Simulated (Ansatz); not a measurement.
# SiNi: the cost of one run

Computed with Ansatz 0.2.0 (DFT PBEsol, scalar-relativistic, plane waves, PAW, unless a step's input says otherwise).

1 further run of the same task is left out (set aside as unsound or not needed).

## (1) The system as given

Symmetry: Pnma, No. 62, orthorhombic system. Conventional cell: a = 5.088 Å, b = 3.358 Å, c = 5.528 Å, α = 90.00°, β = 90.00°, γ = 90.00°. Around Si (site symmetry m) lie 6 Ni at 2.26 to 2.38 Å. Ni (site symmetry m) is surrounded by 6 Si at 2.26 to 2.38 Å.

Coordinates:

```
Si Ni
1.0
     5.08783    0.00000    0.00000
     0.00000    3.35777    0.00000
     0.00000    0.00000    5.52783
Si Ni
4 4
Direct
  0.32143 0.75000 0.08656
  0.17857 0.25000 0.58656
  0.82143 0.75000 0.41344
  0.67857 0.25000 0.91344
  0.00930 0.25000 0.18739
  0.49070 0.75000 0.68739
  0.50930 0.25000 0.31261
  0.99070 0.75000 0.81261
```

It is the result of an earlier relaxation at this level (volume 11.80 Å³/atom; gap on the mesh: none (metal)).

## (2) Static run: bands, density of states and charges

input.yaml reads:

```yaml
crystal:
  lattice:
    - [5.087828292, 0.0, 0.0]
    - [0.0, 3.3577714997, 0.0]
    - [0.0, 0.0, 5.527830168]
  atoms:
    - { symbol: Si, position: [0.3214276653, 0.75, 0.0865554849] }
    - { symbol: Si, position: [0.1785723347, 0.25, 0.5865554849] }
    - { symbol: Si, position: [0.8214276653, 0.75, 0.4134445151] }
    - { symbol: Si, position: [0.6785723347, 0.25, 0.9134445151] }
    - { symbol: Ni, position: [0.0093007266, 0.25, 0.1873863651] }
    - { symbol: Ni, position: [0.4906992734, 0.75, 0.6873863651] }
    - { symbol: Ni, position: [0.5093007266, 0.25, 0.3126136349] }
    - { symbol: Ni, position: [0.9906992734, 0.75, 0.8126136349] }
basis:
  ecutwfc: 420
kpoints:
  mp_grid: { grid: [8, 10, 6] }
  band_path:
    path:
      - [[0.0, 0.0, 0.0], [0.5, 0.0, 0.0], [0.5, 0.5, 0.0], [0.0, 0.5, 0.0], [0.0, 0.0, 0.0], [0.0, 0.0, 0.5], [0.5, 0.0, 0.5], [0.5, 0.5, 0.5], [0.0, 0.5, 0.5], [0.0, 0.0, 0.5]]
      - [[0.5, 0.0, 0.0], [0.5, 0.0, 0.5]]
      - [[0.0, 0.5, 0.0], [0.0, 0.5, 0.5]]
      - [[0.5, 0.5, 0.0], [0.5, 0.5, 0.5]]
    npoints: 14
hamiltonian:
  xc: pbesol
scf:
  occupations: { method: gaussian, width: 0.1 }
  n_extra_bands: 20
output:
  forces: true
  stress: true
  eigenvalues: true
  populations: true
  dos: { projected: true, de: 0.02, nscf_kmesh: { grid: [12, 15, 9] } }
  bader: true
```

On the command line:

```console
ansatz run input.yaml --threads 2 --pin off --max-ram 5120MiB --backend cpu --events-out ev --progress --plain --runs-dir out
```

**Question.** How long does this run take on 2 threads of Arm Neoverse V1, shared host, and how much memory does it need?

About 2.3 min, with a peak of 1.1 GiB.
